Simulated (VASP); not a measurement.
A run of VASP 6.6.1:

The input INCAR:

```
ALGO     = Normal         # electronic algorithm
DIPOL    = 0.5 0.5 0.500
EDIFF    = 1E-7           # SCF threshold, eV
ENCUT    = 520            # plane-wave cutoff, eV
GGA      = PE             # functional
IDIPOL   = 3            
ISIF     = 2              # what is computed and relaxed
ISMEAR   = 0              # smearing method
IVDW     = 12             # dispersion correction
KPAR     = 2            
LASPH    = True           # aspherical terms in the spheres
LCHARG   = False          # write CHGCAR
LDIPOL   = True         
LREAL    = False          # projectors in reciprocal space
LVACPOTAV= True         
LVHAR    = True         
LWAVE    = False          # write WAVECAR
NBANDS   = 16             # bands
NELM     = 80             # most SCF steps
PREC     = Accurate       # precision mode
SIGMA    = 0.03           # smearing width, eV
```

Contents of KPOINTS:

```
k-points
0
Gamma
  15 15 1
```

The input POSCAR:

```
C                                       
1.0
    2.4657358425     -0.0000000000      0.0000000000
   -1.2328679213      2.1353898790      0.0000000000
    0.0000000000      0.0000000000     21.9015365000
  C             
     4
Direct
     0.0000000000000000    0.0000000000000000    0.4224813276581285
     0.6666666699999979    0.3333333400000029    0.4224562669869809
     0.0000000000000000    0.0000000000000000    0.5775186723418715
     0.3333333300000021    0.6666666599999971    0.5775437330130191
```

File KPOINTS_OPT:

```
explicit points
67
Reciprocal
 0.0000000000  0.0000000000  0.0000000000 1
 0.0357142900  0.0000000000  0.0000000000 1
 0.0714285700  0.0000000000  0.0000000000 1
 0.1071428600  0.0000000000  0.0000000000 1
 0.1428571400  0.0000000000  0.0000000000 1
 0.1785714300  0.0000000000  0.0000000000 1
 0.2142857100  0.0000000000  0.0000000000 1
 0.2500000000  0.0000000000  0.0000000000 1
 0.2857142900  0.0000000000  0.0000000000 1
 0.3214285700  0.0000000000  0.0000000000 1
 0.3571428600  0.0000000000  0.0000000000 1
 0.3928571400  0.0000000000  0.0000000000 1
 0.4285714300  0.0000000000  0.0000000000 1
 0.4642857100  0.0000000000  0.0000000000 1
 0.5000000000  0.0000000000  0.0000000000 1
 0.4791666700  0.0416666700  0.0000000000 1
 0.4583333300  0.0833333300  0.0000000000 1
 0.4375000000  0.1250000000  0.0000000000 1
 0.4166666700  0.1666666700  0.0000000000 1
 0.3958333300  0.2083333300  0.0000000000 1
 0.3750000000  0.2500000000  0.0000000000 1
 0.3541666700  0.2916666700  0.0000000000 1
 0.3333333300  0.3333333300  0.0000000000 1
 0.3137254900  0.3137254900  0.0000000000 1
 0.2941176500  0.2941176500  0.0000000000 1
 0.2745098000  0.2745098000  0.0000000000 1
 0.2549019600  0.2549019600  0.0000000000 1
 0.2352941200  0.2352941200  0.0000000000 1
 0.2156862700  0.2156862700  0.0000000000 1
 0.1960784300  0.1960784300  0.0000000000 1
 0.1764705900  0.1764705900  0.0000000000 1
 0.1568627500  0.1568627500  0.0000000000 1
 0.1372549000  0.1372549000  0.0000000000 1
 0.1176470600  0.1176470600  0.0000000000 1
 0.0980392200  0.0980392200  0.0000000000 1
 0.0784313700  0.0784313700  0.0000000000 1
 0.0588235300  0.0588235300  0.0000000000 1
 0.0392156900  0.0392156900  0.0000000000 1
 0.0196078400  0.0196078400  0.0000000000 1
 0.0000000000  0.0000000000  0.0000000000 1
 0.0000000000  0.0000000000  0.0000000000 1
 0.0047121800 -0.0023560900  0.0000000000 1
-0.0047121800  0.0023560900  0.0000000000 1
 0.0137438600 -0.0068719300  0.0000000000 1
-0.0137438600  0.0068719300  0.0000000000 1
 0.0000000000  0.0040808700  0.0000000000 1
-0.0000000000 -0.0040808700  0.0000000000 1
 0.0000000000  0.0119025300  0.0000000000 1
-0.0000000000 -0.0119025300  0.0000000000 1
 0.5000000000  0.0000000000  0.0000000000 1
 0.5047121800 -0.0023560900  0.0000000000 1
 0.4952878200  0.0023560900  0.0000000000 1
 0.5137438600 -0.0068719300  0.0000000000 1
 0.4862561400  0.0068719300  0.0000000000 1
 0.5000000000  0.0040808700  0.0000000000 1
 0.5000000000 -0.0040808700  0.0000000000 1
 0.5000000000  0.0119025300  0.0000000000 1
 0.5000000000 -0.0119025300  0.0000000000 1
 0.3333333300  0.3333333300  0.0000000000 1
 0.3380455100  0.3309772400  0.0000000000 1
 0.3286211500  0.3356894200  0.0000000000 1
 0.3470771900  0.3264614000  0.0000000000 1
 0.3195894700  0.3402052600  0.0000000000 1
 0.3333333300  0.3374142000  0.0000000000 1
 0.3333333300  0.3292524600  0.0000000000 1
 0.3333333300  0.3452358600  0.0000000000 1
 0.3333333300  0.3214308000  0.0000000000 1
```

Potentials or basis: VASP PAW PBE potentials, release 64 (C).

Launch:

```sh
$ cat potpaw_PBE.64/C/POTCAR > POTCAR
$ mpirun -np 2 vasp_std > vasp.out
```

Hardware: 2 MPI ranks on Intel(R) Xeon(R) Platinum 8488C (Sapphire Rapids), with other jobs on the host.

Q: Estimate the wall time of this run.

A: Run time: 71 s on 2 MPI ranks on Intel(R) Xeon(R) Platinum 8488C (Sapphire Rapids) (shared host), peak memory 0.25 GiB a rank. Counts: scf iterations 49, k points 27.
